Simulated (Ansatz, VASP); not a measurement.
# BP: VASP beside Ansatz

```xyz
2
Lattice="0.0000 2.2742 2.2742 2.2742 0.0000 2.2742 2.2742 2.2742 0.0000" Properties=species:S:1:pos:R:3 pbc="T T T"
B     0.0000    0.0000    0.0000
P     3.4112    3.4112    3.4112
```

Alike in both runs: functional PBE; k mesh 10 × 10 × 10; occupations gaussian, width 0.02 eV; no spin polarisation.

Ansatz relaxed the structure, and its values are those at the end. VASP's run is a single point on that final structure, the one shown.

```csv
,VASP,Ansatz
version,VASP 6.6.1,Ansatz 0.2.0
potentials or method,"VASP PAW PBE potentials, release 64 (B, P)","scalar-relativistic, plane waves, PAW"
plane-wave cutoff (eV),520,420
valence electrons in the cell,8,8
```

```csv
,VASP,Ansatz,Ansatz less VASP
gap on the k mesh at the Fermi level (eV),1.25,1.25,+0.004
least direct gap on the mesh (eV),3.39,3.39,+0.003
pressure (GPa),-0.2,0.0,+0.21
```

The functional is the same, so the differences come from potentials, cutoffs and numerics.

A k mesh can miss the band edges. PBE gaps usually lie below the measured ones, often by a third to a half.
